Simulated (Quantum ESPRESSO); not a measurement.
# HfB2 (P6/mmm) in Quantum ESPRESSO: further runs, part 2 of 2

Quantum ESPRESSO 7.5. Earlier steps stand in the parts before.

**4. Single point, PBEsol+U**

pw.in

```
&CONTROL
  calculation = 'scf'
  prefix = 'pwscf'
  outdir = './tmp'
  pseudo_dir = './pseudo'
  tprnfor = .true.
  tstress = .true.
  disk_io = 'nowf'
/
&SYSTEM
  ibrav = 0
  nat = 3
  ntyp = 2
  ecutwfc = 45
  ecutrho = 360
  nbnd = 18
  occupations = 'smearing'
  smearing = 'fd'
  degauss = 0.00367493
/
&ELECTRONS
  conv_thr = 6d-10
  electron_maxstep = 120
  mixing_beta = 0.3
/
ATOMIC_SPECIES
Hf   178.4900 hf_pbesol_v1.uspp.F.UPF
B     10.8100 b_pbesol_v1.4.uspp.F.UPF
CELL_PARAMETERS angstrom
   3.1400000000    0.0000000000    0.0000000000
  -1.5700000000    2.7193197679    0.0000000000
   0.0000000000    0.0000000000    3.4800000000
ATOMIC_POSITIONS crystal
Hf     0.0000000000    0.0000000000    0.0000000000
B      0.6666666667    0.3333333333    0.5000000000
B      0.3333333333    0.6666666667    0.5000000000
K_POINTS automatic
10 10 8 0 0 0
HUBBARD {ortho-atomic}
U Hf-5d 2.0
```

Potentials or basis: GBRV 1.5 PBEsol.

Started as:

```
> OMP_NUM_THREADS=1 mpirun -n 2 pw.x -nk 2 -in pw.in > pw.out
```

pw.out:

```text
This program is part of the open-source Quantum ESPRESSO suite
     for quantum simulation of materials; please cite
[... 6 lines left out ...]
     using ibrav=0 with symmetry is DISCOURAGED, use correct ibrav instead

     K-points division:     npool     =       2
     Subspace diagonalization in iterative solution of the eigenvalue problem:
     a serial algorithm will be used

     G-vector sticks info
     --------------------
     sticks:   dense  smooth     PW     G-vecs:    dense   smooth      PW
     Sum         859     433    139                23085     8129    1437

     Using Slab Decomposition

     bravais-lattice index     =            0
     lattice parameter (alat)  =       5.9337  a.u.
     unit-cell volume          =     200.5237 (a.u.)^3
     number of atoms/cell      =            3
     number of atomic types    =            2
     number of electrons       =        18.00
     number of Kohn-Sham states=           18
     kinetic-energy cutoff     =      45.0000  Ry
     charge density cutoff     =     360.0000  Ry
     scf convergence threshold =      6.0E-10
     mixing beta               =       0.3000
     number of iterations used =            8  plain     mixing
     Exchange-correlation= SLA  PW   PSX  PSC
                           (   1   4  10   8   0   0   0)
     Hubbard projectors: ortho-atomic
     Hubbard parameters of DFT+U (Dudarev formulation) in eV:
     U(Hf-5d) =  2.0000

     Internal variables: lda_plus_u =T, lda_plus_u_kind = 0

     Internal variables: orbital_resolved =F, hub_pot_fix =F, apply_U = F

     celldm(1)=   5.933740  celldm(2)=   0.000000  celldm(3)=   0.000000
     celldm(4)=   0.000000  celldm(5)=   0.000000  celldm(6)=   0.000000

     crystal axes: (cart. coord. in units of alat)
               a(1) = (   1.000000   0.000000   0.000000 )
               a(2) = (  -0.500000   0.866025   0.000000 )
               a(3) = (   0.000000   0.000000   1.108280 )

     reciprocal axes: (cart. coord. in units 2 pi/alat)
               b(1) = (  1.000000  0.577350 -0.000000 )
               b(2) = (  0.000000  1.154701  0.000000 )
               b(3) = (  0.000000 -0.000000  0.902299 )

     PseudoPot. # 1 for Hf read from file:
     hf_pbesol_v1.uspp.F.UPF
     Pseudo is Ultrasoft + core correction, Zval = 12.0
     Generated by new atomic code, or converted to UPF format
     Using radial grid of  921 points,  8 beta functions with:
                l(1) =   0
[... 135 lines left out ...]
       0.000  0.000  0.000  0.200  0.000
       0.000  0.000  0.000  0.000  0.200

     Number of occupied Hubbard levels =    2.0000

     Atomic wfc used for Hubbard projectors are orthogonalized

     Starting wfcs are   21 randomized atomic wfcs

     Self-consistent Calculation

     iteration #  1     ecut=    45.00 Ry     beta= 0.30
     Davidson diagonalization with overlap
     ethr =  1.00E-02,  avg # of iterations =  2.5

     =================== HUBBARD OCCUPATIONS ===================
     ------------------------ ATOM    1 ------------------------
     Tr[ns(  1)] =   1.38470
     eigenvalues:
       0.119  0.138  0.138  0.149  0.149
     eigenvectors (columns):
       1.000 -0.000  0.000  0.000  0.000
       0.000  0.292 -0.956  0.000 -0.000
       0.000  0.956  0.292  0.000  0.000
       0.000 -0.000  0.000  0.644 -0.765
       0.000  0.000  0.000 -0.765 -0.644
     occupation matrix ns (before diag.):
[... 85 lines left out ...]
     iteration # 10     ecut=    45.00 Ry     beta= 0.30
     Davidson diagonalization with overlap
     ethr =  2.40E-10,  avg # of iterations =  1.8

     negative rho (up, down):  1.124E-01 0.000E+00

     End of self-consistent calculation

     =================== HUBBARD OCCUPATIONS ===================
     ------------------------ ATOM    1 ------------------------
     Tr[ns(  1)] =   2.54523
     eigenvalues:
       0.238  0.248  0.248  0.269  0.269
     eigenvectors (columns):
      -1.000 -0.000  0.000  0.000 -0.000
      -0.000  0.292 -0.956  0.000  0.000
      -0.000  0.956  0.292  0.000 -0.000
      -0.000 -0.000  0.000  0.625  0.781
      -0.000  0.000  0.000 -0.781  0.625
     occupation matrix ns (before diag.):
       0.238 -0.000 -0.000 -0.000 -0.000
      -0.000  0.248 -0.000  0.000  0.000
      -0.000 -0.000  0.248 -0.000 -0.000
      -0.000  0.000 -0.000  0.269  0.000
[... 174 lines left out ...]
   -45.2860 -14.4509 -14.2792 -13.8796   6.5786   8.6199  11.9175  12.5575
    13.7261  18.9860  22.8131  22.9963  23.1551  23.8306  24.9481  27.4875
    28.5482  29.1117

          k = 0.0000-0.5774-0.4511 (  1008 PWs)   bands (ev):

   -45.2849 -14.4444 -14.3125 -13.8753   6.4386   9.1254  11.7478  11.9941
    13.8709  20.5874  20.9669  23.0873  24.0007  24.1867  24.8736  27.4074
    27.9615  29.5579

          k = 0.1000 0.1732 0.0000 (  1033 PWs)   bands (ev):
[... 235 lines left out ...]
   -45.2810 -14.2941 -14.2822 -14.1400   7.1576   8.1328  11.1509  13.3174
    13.4740  21.1652  22.1305  23.2534  23.7817  24.0137  24.5656  25.6709
    25.9467  28.7443

     the Fermi energy is    16.7011 ev

!    total energy              =    -171.34724986 Ry
     estimated scf accuracy    <          2.5E-10 Ry
     smearing contrib. (-TS)   =      -0.00019456 Ry
     internal energy E=F+TS    =    -171.34705530 Ry

     The total energy is F=E-TS. E is the sum of the following terms:
     one-electron contribution =      -4.86739040 Ry
     hartree contribution      =      12.52074999 Ry
     xc contribution           =     -81.43992018 Ry
     ewald contribution        =     -97.69983939 Ry
     Hubbard energy            =       0.13934468 Ry

     convergence has been achieved in  10 iterations

     negative rho (up, down):  1.124E-01 0.000E+00

     Forces acting on atoms (cartesian axes, Ry/au):

     atom    1 type  1   force =     0.00000000    0.00000000   -0.00000000
     atom    2 type  2   force =     0.00000000    0.00000000   -0.00000000
     atom    3 type  2   force =    -0.00000000   -0.00000000   -0.00000000

     Total force =     0.000000     Total SCF correction =     0.000000

     Computing stress (Cartesian axis) and pressure

     negative rho (up, down):  1.124E-01 0.000E+00
          total   stress  (Ry/bohr**3)                   (kbar)     P=      -10.27
  -0.00010425  -0.00000000   0.00000000          -15.34       -0.00        0.00
   0.00000000  -0.00010425  -0.00000000            0.00      -15.34       -0.00
   0.00000000  -0.00000000  -0.00000092            0.00       -0.00       -0.14

=------------------------------------------------------------------------------=
   JOB DONE.
=------------------------------------------------------------------------------=
```

Run time: 12 s. Hardware: 2 MPI ranks of Arm Neoverse V2, shared host; peak memory 0.28 GiB.

What came out:

| Item | Value |
| --- | --- |
| Free energy | -2331.2981 eV |
| Pressure | -1.0 GPa |
| Band gap on the k mesh | none (metal or under the smearing width) |

Stress tensor (GPa, compression positive):
```
-1.53  0.00  0.00
 0.00 -1.53  0.00
 0.00  0.00 -0.01
```

Eigenvalues of the final occupation matrices:
```tsv
site	spin	trace	eigenvalues
Hf 1 5d	each	1.27	0.24 0.25 0.25 0.27 0.27
```

Caveat: U without spin polarisation on a metal has little footing; the U is typed as a test and isn't derived for this compound. Spin-orbit coupling is left out, which matters for the levels of Hf.

**5. Single point, PBEsol+U**

pw.in: that of step 4 with these lines changed.

```diff
@@ -39,2 +39,2 @@
 HUBBARD {ortho-atomic}
-U Hf-5d 2.0
+U Hf-5d 3.0
```

Started as:

```
> OMP_NUM_THREADS=1 mpirun -n 2 pw.x -nk 2 -in pw.in > pw.out
```

Wall time 12 s (2 MPI ranks of Arm Neoverse V2, shared host); peak memory 0.28 GiB.

The run converged. Its results:

| Quantity | Value |
| --- | --- |
| Free energy | -2330.3547 eV |
| Pressure | 0.5 GPa |
| Band gap on the k mesh | none (metal or under the smearing width) |

Stress tensor (GPa, compression positive):
```
-0.37  0.00  0.00
 0.00 -0.37  0.00
 0.00  0.00  2.12
```

Levels at points of the mesh, in eV from the Fermi level:
```csv
k point,band 7,band 8,band 9,band 10,band 11,band 12
"(0.00, 0.00, 0.00)",-2.94,-2.94,-2.85,4.24,4.24,4.71
"(0.00, 0.00, -0.50)",-1.34,-1.34,0.42,0.42,1.15,1.15
"(0.00, -0.50, 0.00)",-4.10,-3.61,-2.70,1.88,2.95,5.63
"(0.00, -0.50, -0.50)",-5.01,-4.76,-2.98,3.76,4.27,6.38
```

Eigenvalues of the final occupation matrices:
| site | spin | trace | eigenvalues |
| --- | --- | --- | --- |
| Hf 1 5d | each | 1.25 | 0.23 0.24 0.24 0.27 0.27 |

Caveat: U without spin polarisation on a metal has little footing; the U is typed as a test and isn't derived for this compound.

**6. Overview**

```csv
level,U,mixing beta,gap on the mesh (eV),pressure (GPa)
PBEsol,-,0.5,none,-3.8
PBEsol+U,Hf d U = 1 eV,0.3,none,-2.4
PBEsol+U,Hf d U = 2 eV,0.3,none,-1.0
PBEsol+U,Hf d U = 3 eV,0.3,none,0.5
```

Alike in all rows: task single point; potentials or basis GBRV 1.5 PBEsol; no spin polarisation; cell as given; k mesh 10 × 10 × 8; cutoff (eV) 612; smearing fermi-dirac 0.05 eV.

Every run on the cell as given and a fine mesh finds a metal. The pressure there spans -3.8 GPa (PBEsol) to 0.5 GPa (PBEsol+U); a positive pressure means that this level wants a larger cell, a negative one a smaller.

Caveats: U without spin polarisation on a metal has little footing (some runs); the U is typed as a test and isn't derived for this compound (some runs).

Total energies depend on the potentials used, so only differences within one code and one set of settings carry meaning.
